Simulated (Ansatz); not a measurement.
# CeO2 (Fm-3m): seeking the equilibrium cell, part 2 of 2

Aim: the volume at which the pressure of CeO2 (Fm-3m) vanishes.

Ansatz 0.2.0; DFT PBE+U (U_eff = 5 eV on Ce 4f), scalar-relativistic, plane waves, PAW. Earlier steps stand in the parts before.

## 4. A new volume, run 3

input.yaml

```yaml
crystal:
  lattice:
    - [0.0, 2.7359129794, 2.7359129794]
    - [2.7359129794, 0.0, 2.7359129794]
    - [2.7359129794, 2.7359129794, 0.0]
  atoms:
    - { symbol: Ce, position: [0.0, 0.0, 0.0] }
    - { symbol: O, position: [0.25, 0.25, 0.25] }
    - { symbol: O, position: [0.75, 0.75, 0.75] }
basis:
  ecutwfc: 420
  ecutrho_ratio: 4
kpoints:
  mp_grid: { grid: [12, 12, 12] }
hamiltonian:
  xc: pbe
  hubbard: { sites: [{ species: Ce, l: f, u_eff: 5.0 }] }
scf:
  occupations: { method: gaussian, width: 0.05 }
output:
  forces: true
  stress: true
  eigenvalues: true
  populations: true
  hubbard: { sites: [{ species: Ce, l: f }] }
```

On the command line:

```console
$ ansatz run input.yaml --threads 4 --pin off --max-ram 10240MiB --backend cpu --events-out ev --progress --plain --runs-dir out
```

The program printed:

```text
Warning: RAYON_NUM_THREADS=4 ignored (pool sized by the plan → 4); use --threads N
Ce: projections on atomic orbitals take those of the free atom [Kr 4d10] 4f1 5s2 5p6 5d1 6s2, of charge +0.00 (hamiltonian.pseudopotentials.projection_atoms); the dataset's partial waves leave at most 1.4e-5 of an orbital's norm unspanned inside its sphere
O: projections on atomic orbitals take those of the free atom [He] 2s2 2p4, of charge +0.00 (hamiltonian.pseudopotentials.projection_atoms); the dataset's partial waves leave at most 1.9e-8 of an orbital's norm unspanned inside its sphere
band count auto-derived: 22, from the close of a first SCF at 16 (N_el = 24.0; filled up to band 12; 16 by the electrons, moments and atoms)
Engine: ansatz 0.2.0, x86_64-unknown-linux-gnu
Pseudopotentials: kind: paw
Pseudopotential: Ce, paw, valence charge 12, recommended cutoff 420 eV (normal), Ce.paw.azcp
Pseudopotential: O, paw, valence charge 6, recommended cutoff 420 eV (normal), O.paw.azcp
Functional definition: PBE
  parameter kappa = 0.804
  parameter beta = 0.06672455060314922
  exchange = pbe_x(kappa = kappa, mu = beta*pi^2/3)
  correlation = pbe_c(beta = beta)
Crystal: 3 atoms, lattice volume = 40.958 Å³
Basis set: ecut = 420 eV, 821 PW (Γ), exchange–correlation on 54×54×54 points (8 copies of the dense FFT grid, shifted against one another)
Bands: 16, of which v1, the nominal top of the filled ones, is band 12 counted from 1 (11 counted from 0)
Symmetry: 48 space group operations
Space group: Fm-3m (ITA 225), of the structure as read, at distance tolerance 3.4e-5 Å
k-points: 72 of 1728
Non-local potential: Ce, projectors of the file, l = 0: 3, l = 1: 2, l = 2: 2, l = 3: 3
Non-local potential: O, projectors of the file, l = 0: 2, l = 1: 2, l = 2: 1
PAW form: soft (Blöchl's): semilocal exchange-correlation on the pseudo side does not see the compensation charge
PAW one-centre angular grid: Ce, 590 points (default); XC on 64 Gauss nodes
PAW one-centre angular grid: O, 110 points (default); XC on 64 Gauss nodes
Initial density: superposition of atomic densities (chi_scale 0.1, normalization cell, long waves kept (reshape's long-wave potential 0.00 eV rms))
Initial wavefunctions: pseudopotential atomic-orbital guess
Functional: x = pbe(κ = 0.804, μ = 0.2195149727645171), c = pbe(β = 0.06672455060314922)
SCF iter   1: F=—  HF=-7718.141710 eV  |F-HF|=—  |Δ(HF+E_count)|=         —  Δρ=2.15e-1  dr2=1.15e1  ethr=3.10e-3  ⟨swp⟩=4.7  Hψ=5401  notcnv=0
preconditioner: auto → none  [insulator: Δε(μ)=5.741 eV  Ē_g=15.181 eV  σ=0.050 eV  W_gap=1.00  n_scr=14 (ndim 8)  ℏωp=27.2 eV  f_vac=0.002  D(μ)=0.00/eV (n_scr^D=0)  ε∞_Penn≈4.2]
SCF iter   2: F=—  HF=-7717.755220 eV  |F-HF|=—  |Δ(HF+E_count)|=   3.86e-1  Δρ=4.04e-1  dr2=8.19e1  ethr=3.10e-3  ⟨swp⟩=6.6  Hψ=4731  notcnv=0  recentre
SCF iter   3: F=—  HF=-7716.284850 eV  |F-HF|=—  |Δ(HF+E_count)|=    1.47e0  Δρ=1.61e-1  dr2=7.10e0  ethr=3.10e-3  ⟨swp⟩=6.6  Hψ=5095  notcnv=0  defer=5
SCF iter   4: F=—  HF=-7714.742009 eV  |F-HF|=—  |Δ(HF+E_count)|=    1.54e0  Δρ=1.12e-1  dr2=2.83e0  ethr=3.10e-3  ⟨swp⟩=5.6  Hψ=3940  notcnv=0  defer=13
SCF iter   5: F=—  HF=-7713.937122 eV  |F-HF|=—  |Δ(HF+E_count)|=   8.05e-1  Δρ=4.17e-2  dr2=2.95e-1  ethr=3.10e-3  ⟨swp⟩=5.8  Hψ=3557  notcnv=0  defer=11
SCF iter   6: F=—  HF=-7713.867454 eV  |F-HF|=—  |Δ(HF+E_count)|=   6.97e-2  Δρ=9.78e-3  dr2=9.78e-3  ethr=1.23e-3  ⟨swp⟩=4.9  Hψ=3296  notcnv=0  defer=10
SCF iter   7: F=—  HF=-7713.874794 eV  |F-HF|=—  |Δ(HF+E_count)|=   7.34e-3  Δρ=5.87e-3  dr2=1.34e-2  ethr=4.08e-5  ⟨swp⟩=4.5  Hψ=3064  notcnv=0  defer=4
SCF iter   8: F=—  HF=-7713.876748 eV  |F-HF|=—  |Δ(HF+E_count)|=   1.95e-3  Δρ=7.96e-3  dr2=2.97e-2  ethr=4.08e-5  ⟨swp⟩=2.6  Hψ=1799  notcnv=0  defer=3
SCF iter   9: F=—  HF=-7713.874354 eV  |F-HF|=—  |Δ(HF+E_count)|=   2.39e-3  Δρ=5.85e-3  dr2=1.59e-2  ethr=4.08e-5  ⟨swp⟩=2.4  Hψ=1638  notcnv=0
SCF iter  10: F=—  HF=-7713.871776 eV  |F-HF|=—  |Δ(HF+E_count)|=   2.58e-3  Δρ=6.90e-4  dr2=1.85e-4  ethr=4.08e-5  ⟨swp⟩=4.2  Hψ=2622  notcnv=0
SCF iter  11: F=—  HF=-7713.871741 eV  |F-HF|=—  |Δ(HF+E_count)|=   3.49e-5  Δρ=2.79e-4  dr2=3.32e-5  ethr=7.72e-7  ⟨swp⟩=2.3  Hψ=2014  notcnv=0
SCF iter  12: F=—  HF=-7713.871737 eV  |F-HF|=—  |Δ(HF+E_count)|=   3.54e-6  Δρ=1.37e-5  dr2=1.11e-7  ethr=1.38e-7  ⟨swp⟩=2.7  Hψ=1816  notcnv=0  defer=1
SCF iter  13: F=-7713.871737 eV  HF=-7713.871737 eV  |F-HF|=1.04e-9  |Δ(HF+E_count)|=   4.66e-8  Δρ=2.47e-6  dr2=7.30e-10  ethr=4.17e-10  ⟨swp⟩=10.5  Hψ=7808  notcnv=0
SCF 1, on 16 bands, converged in 13 iterations: F = -7713.871737 eV; the run's SCF on all bands comes behind
The result of the SCF on 16 bands, without a stress, told ahead of the SCF on all bands, whose result is the run's:
SCF converged after 13 iterations
Free energy (F): -7713.871737 eV
Harris-Foulkes:  -7713.871737 eV  (|F-HF|=1.04e-9)
Internal energy: -7713.871737 eV  (E = F + TS)
E sigma→0 (E₀):  -7713.871737 eV
Fermi energy:    12.131841 eV
--- Per-component energies (eV) ---
  E_band       = 17.562101
  E_kinetic    = 745.101051
  E_local      = -938.088863  (includes V_loc(G=0)·N_el)
  E_nonlocal   = 18.318417
  E_hartree    = 333.209973
  E_xc         = -382.936290
  E_vxc        = -451.389402  (∫ρ·V_xc dr)
  E_hubbard    = 1.663047  (on-site DFT+U / exact-exchange correction)
  E_vhub       = 1.523894  (the Hubbard potential's part of the band-sum identity)
  E_paw        = -5780.936186  (= ΣΔE_a)
  E_vpaw       = -24.327430  (= ΣTr[D̂ρ^β])
  E_aug_tail   = 0.004845  (compensation charges beyond the density's cutoff)
  E_ewald      = -1710.207731
  E_smearing   = -0.000000  (= −TS)
  E_closure    = -0.000000  (closes the sum)
  Σ components = -7713.871737   (vs F -7713.871737, Δ=0.00e0)
--- Forces (eV/Å), atoms counted from 1 ---
  atom   1  Ce    -0.00000000     0.00000000     0.00000000
  atom   2  O     -0.00000000    -0.00000000    -0.00000000
  atom   3  O     -0.00000000    -0.00000000    -0.00000000
  max |Σ_I F_I| component: 1.85e-17 eV/Å
--- Band table (eV; the first three rows and the last of 72) ---
  k-point 0: bands = ["-22.6440", "-5.3511", "-4.7744", "-4.7744", "-4.7744", "-4.2767", "7.1313", "7.1313", "7.1313", "10.5871", "10.5871", "10.5871", "13.2921", "13.6778", "13.6778", "13.6778"]
  k-point 1: bands = ["-22.6337", "-5.8197", "-4.7877", "-4.7877", "-4.4038", "-4.2171", "7.1972", "7.1972", "7.3063", "10.5012", "10.5420", "10.5420", "13.3004", "13.6713", "13.6713", "13.6783"]
  k-point 2: bands = ["-22.6051", "-6.4351", "-4.8236", "-4.8236", "-4.5358", "-3.5642", "7.3735", "7.3735", "7.7792", "10.2946", "10.4337", "10.4337", "13.3257", "13.6449", "13.6449", "13.6796"]
  k-point 71: bands = ["-22.4311", "-7.2603", "-7.2603", "-5.2680", "-2.6003", "-2.6003", "8.0890", "8.5100", "9.8990", "9.8990", "10.2815", "10.3932", "13.3589", "13.4811", "13.4811", "13.6970"]
Bands: 22, of which v1, the nominal top of the filled ones, is band 12 counted from 1 (11 counted from 0)
Initial density: handed on by an earlier stage of this run
iter 1 solved again at ethr=3.36e-8 eV; its pass at ethr=3.10e-3 eV (dr2=8.07e-6 eV) is discarded
SCF iter   1: F=—  HF=-7713.871737 eV  |F-HF|=—  |Δ(HF+E_count)|=         —  Δρ=2.32e-6  dr2=7.22e-10  ethr=3.36e-8  ⟨swp⟩=4.0  Hψ=12565  notcnv=0
eigensolver tolerance schedule: the retry pair's looser diagonalisation over-reported the residual by 11164.52 of it (diagonalisation noise at 0.14 of the residual, at the tolerance the schedule requests for it); recorded, not acted on — ethr = c·dr2/N_el stays at c = 1.0e-1
preconditioner: auto → none  [insulator: Δε(μ)=2.267 eV  Ē_g=12.036 eV  σ=0.050 eV  W_gap=1.00  n_scr=14 (ndim 8)  ℏωp=27.2 eV  f_vac=0.039  D(μ)=0.00/eV (n_scr^D=0)  ε∞_Penn≈6.1]
SCF iter   2: F=-7713.871737 eV  HF=-7713.871737 eV  |F-HF|=2.93e-9  |Δ(HF+E_count)|=   2.13e-8  Δρ=3.18e-6  dr2=3.47e-9  ethr=3.01e-12  ⟨swp⟩=7.0  Hψ=6623  notcnv=0
SCF 2 converged in 2 iterations: F = -7713.871737 eV  dr2 = 3.47e-9
SCF converged after 15 iterations (13 of them on 16 bands)
Free energy (F): -7713.871737 eV
Harris-Foulkes:  -7713.871737 eV  (|F-HF|=2.93e-9)
Internal energy: -7713.871737 eV  (E = F + TS)
E sigma→0 (E₀):  -7713.871737 eV
Fermi energy:    12.131864 eV
--- Per-component energies (eV) ---
  E_band       = 17.562343
  E_kinetic    = 745.101355
  E_local      = -938.088860  (includes V_loc(G=0)·N_el)
  E_nonlocal   = 18.317674
  E_hartree    = 333.210356
  E_xc         = -382.936392
  E_vxc        = -451.389537  (∫ρ·V_xc dr)
  E_hubbard    = 1.663011  (on-site DFT+U / exact-exchange correction)
  E_vhub       = 1.523855  (the Hubbard potential's part of the band-sum identity)
  E_paw        = -5780.935996  (= ΣΔE_a)
  E_vpaw       = -24.327078  (= ΣTr[D̂ρ^β])
  E_aug_tail   = 0.004845  (compensation charges beyond the density's cutoff)
  E_ewald      = -1710.207731
  E_smearing   = -0.000000  (= −TS)
  E_closure    = -0.000000  (closes the sum)
  Σ components = -7713.871737   (vs F -7713.871737, Δ=0.00e0)
--- Forces (eV/Å), atoms counted from 1 ---
  atom   1  Ce     0.00000000     0.00000000     0.00000000
  atom   2  O      0.00000000    -0.00000000     0.00000000
  atom   3  O      0.00000000    -0.00000000     0.00000000
  max |Σ_I F_I| component: 5.09e-17 eV/Å
--- Stress (GPa, compression-positive) ---
        0.003529      -0.000000       0.000000
       -0.000000       0.003529       0.000000
        0.000000      -0.000000       0.003529
  P = ⅓ Tr σ = 0.0035 GPa (0.035 kbar)
--- Band table (eV; the first three rows and the last of 72) ---
  k-point 0: bands = ["-22.6440", "-5.3511", "-4.7744", "-4.7744", "-4.7744", "-4.2767", "7.1313", "7.1313", "7.1313", "10.5871", "10.5871", "10.5871", "13.2921", "13.6779", "13.6779", "13.6779", "13.9889", "13.9889", "13.9889", "16.3761", "16.3761", "17.5551"]
  k-point 1: bands = ["-22.6336", "-5.8197", "-4.7877", "-4.7877", "-4.4038", "-4.2170", "7.1972", "7.1972", "7.3063", "10.5012", "10.5420", "10.5420", "13.3004", "13.6714", "13.6714", "13.6784", "13.9395", "13.9540", "13.9540", "16.4835", "16.4835", "17.7796"]
  k-point 2: bands = ["-22.6051", "-6.4351", "-4.8235", "-4.8235", "-4.5358", "-3.5642", "7.3735", "7.3735", "7.7792", "10.2946", "10.4337", "10.4337", "13.3258", "13.6449", "13.6449", "13.6796", "13.8222", "13.8965", "13.8965", "16.7277", "16.7277", "18.2961"]
  k-point 71: bands = ["-22.4310", "-7.2603", "-7.2603", "-5.2679", "-2.6002", "-2.6002", "8.0890", "8.5100", "9.8990", "9.8990", "10.2815", "10.3932", "13.3589", "13.4811", "13.4811", "13.6970", "13.6970", "13.7505", "13.8773", "16.8279", "17.7975", "19.2048"]
Occupation matrices written to <dir>
--- Löwdin populations: 3 sites ---
  site symbol       q [e]
     0     Ce     10.9530
     1      O      6.4956
     2      O      6.4956
  spilling = 0.002324 (of n_electrons = 24.000000)
--- Occupation matrices: 1 shell (run DFT+U table (all-electron-ortho-atomic); ε = 7.87e-4) ---
  Ce0 f_4F: site group Oh (m-3m)
  Ce0 f_4F -      Tr n = 0.3604  λ = 0.027 0.027 0.027 0.048 0.048 0.048 0.137  [3× z(x2-y2) 0.33 (T2u 1.00) T2u(1.00) | 3× z3 0.33 (T1u 1.00) T1u(1.00) | xyz 1.00 (A2u 1.00) A2u(1.00)]
  Tr n, λ and their labels are of the run-group-symmetrised matrices; stabiliser: 96 of 96 elements of G0×{1,Θ} (closed), max defect 3.0e-16 at τ = 1.7e-4
```

It took 11 s on 4 threads of AMD EPYC (Zen 3), shared host; peak memory 0.45 GiB.

Result: volume 13.653 Å³/atom, pressure 0.00 GPa, gap on the mesh 2.27 eV.

## 5. The runs together

```tsv
run	functional	volume (Å³/atom)	pressure (GPa)	energy from the first of its functional (meV/atom)	k mesh
1	PBE	13.175	6.99	0.0	12×12×12
2	PBE	13.789	-1.76	-9.3	12×12×12
3	PBE	13.653	0.00	-10.1	12×12×12
```

## 6. Outcome

The summary covers parts 1 to 2. Changes of volume or cell count from the first structure of part 1.

```
         quantity                                                                      value
           volume                                                             13.653 Å³/atom
         pressure                                                                   0.00 GPa
conventional cell  a = 5.472 Å, b = 5.472 Å, c = 5.472 Å, α = 90.00°, β = 90.00°, γ = 90.00°
  gap on the mesh                                                                    2.27 eV
```

The volume went from 13.18 to 13.65 Å³/atom (+3.6 %), where 0.00 GPa is left. A measured lattice constant a of CeO2 is 5.411 Å (powder; “Size Dependence of Lattice Parameter and Electronic Structure in CeO 2 Nanoparticles”, 2020, arxiv:2010.07939); the calculated 5.472 Å misses it by +1.1 %. 2 values of this kind are on record in papers (5.40512 to 5.411 Å); this one was drawn at random among those near their median, those with a stated uncertainty first. The calculation has no thermal expansion or zero-point motion. Spin–orbit coupling is left out, though the cell holds Ce; it splits the 4f levels.
